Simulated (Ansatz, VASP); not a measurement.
# One calculation of AlNi, two programs

```xyz
2
Lattice="2.8931 0.0000 0.0000 0.0000 2.8931 0.0000 0.0000 0.0000 2.8931" Properties=species:S:1:pos:R:3 pbc="T T T"
Al    0.0000    0.0000    0.0000
Ni    1.4465    1.4465    1.4465
```

Alike in both runs: functional PBE; k mesh 14 × 14 × 14; occupations gaussian, width 0.1 eV; no spin polarisation.

Ansatz relaxed the structure, and its values are those at the end. VASP's run is a single point on that final structure, the one shown.

```csv
,VASP,Ansatz
version,VASP 6.6.1,Ansatz 0.2.0
potentials or method,"VASP PAW PBE potentials, release 64 (Al, Ni)","scalar-relativistic, plane waves, PAW"
plane-wave cutoff (eV),520,420
valence electrons in the cell,13,21
```

```tsv
	VASP	Ansatz	Ansatz less VASP
gap on the k mesh at the Fermi level (eV)	none	none	-
pressure (GPa)	0.0	0.0	0.00
```

A gap of «none» marks a metal or a gap that the smearing closes. With one functional, cell and mesh, what is left measures potentials, basis and numerics. The two sets of potentials don't hold the same shells in valence.

Spin polarisation is off, so any magnetic state and its effect on volume and gap are missing.
